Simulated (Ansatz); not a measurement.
## AlP at 25 GPa: from Born charge to LO–TO splitting and polaron coupling

The calculation used DFT PBE, scalar-relativistic, plane waves, PAW (Ansatz 0.2.0). Plane waves to 420 eV; Γ-centred k mesh 10×10×10; fixed occupations. No spin polarisation. Phonons by linear response, acoustic sum rule imposed.

The cell, relaxed at 25 GPa:
Space group F-43m (No. 216). a = 5.151 Å, b = 5.151 Å, c = 5.151 Å, α = 90.00°, β = 90.00°, γ = 90.00°
| atom | site | symmetry | x | y | z |
| --- | --- | --- | --- | --- | --- |
| Al | 4a | -43m | 0.0000 | 0.0000 | 0.0000 |
| P | 4c | -43m | 0.2500 | 0.2500 | 0.2500 |

Other phases may be more stable at this pressure.

Linear response gives ν_TO = 540.3 cm⁻¹, Born charges ±2.132 e (positive on Al) and ε∞ = 8.132. The primitive cell holds 34.170 Å³, and the masses are 26.982 and 30.974 amu.

Q: Find ν_LO and the static dielectric constant.

A: The long-wave field adds a restoring force: ω_LO² − ω_TO² = Z*²e²/(ε_vac ε∞ μV). In these units ν_LO² − ν_TO² = 4.92064×10⁷ Z*²/(μ V ε∞) cm⁻², with μ = m₁m₂/(m₁ + m₂) = 14.420 amu: 55802 cm⁻². So ν_LO = √(540.3² + 55802) = 589.7 cm⁻¹, and the run gives 589.7. Lyddane–Sachs–Teller then gives ε0 = ε∞ (ν_LO/ν_TO)² = 9.69, against 9.69 in the run (it forms both from the same three quantities, so the match checks the arithmetic only). Between ν_TO and ν_LO the dielectric function is negative and an undamped crystal reflects fully: a reststrahlen band from 17.0 to 18.5 μm.

Q: What do the Clausius–Mossotti polarisability and the Szigeti charge come to?

A: With the Lorentz local field, α = (3V/4π)(ε∞ − 1)/(ε∞ + 2) = 5.74 Å³ for the pair, and e_S = 3Z*/(ε∞ + 2) = 0.63 e. The Born charge includes the electrons' response to the dipole's own local field, and e_S takes that enhancement out. The Lorentz field assumes point-like polarisable ions, a poor picture once ε∞ is this large, since the electron clouds then overlap or are shared, so both numbers are formal here.

Q: How strongly does a slow electron couple to the LO mode?

A: For one isotropic parabolic band, Fröhlich's constant is α_F = (1/ε∞ − 1/ε0) √(m* Ry/ħω_LO), with Ry = 13.606 eV, ħω_LO = 73.1 meV and m* in free-electron masses: α_F = 0.0197 × 13.64 × √m* = 0.27 √m*. The band mass isn't part of this run; for m* = 0.1, 0.3 and 1 it gives 0.09, 0.15, 0.27. In weak coupling the polaron lies α_F ħω_LO below the band edge (11 meV at m* = 0.3) with a mass m*(1 + α_F/6); past α_F of about 5 or 6 that expansion fails. A semilocal functional's ε∞ tends to be too large, which taken alone lowers α_F.

Cost: 1 run of about 0.3 core-minutes, on Intel Xeon 6975P-C (Granite Rapids) (shared hosts).

AlP is polar, but its dielectric response is mainly electronic: ε∞ is 8.132, and the lattice raises the static constant only to 9.69. The covalent sp³ network, with charge drawn towards the more electronegative P, polarises easily and screens the long-range field that separates LO from TO. The splitting therefore stays modest despite a Born charge of 2.132 e. That charge measures the current driven by atomic displacement, including charge transfer along the bonds, so it is not a static ionic charge on Al.

The same small lattice contribution keeps Fröhlich coupling weak, helped by the high LO frequency that light atoms and stiff bonds provide. Even at m* = 1 the constant is only 0.27, which suggests a large, mobile polaron rather than a carrier self-trapped by this mode. In the familiar zinc-blende band structure the conduction minima lie near X and are ellipsoidal, so the electron's polaron mass would probably depend on direction. A single volume doesn't show whether compression strengthens or weakens the coupling.
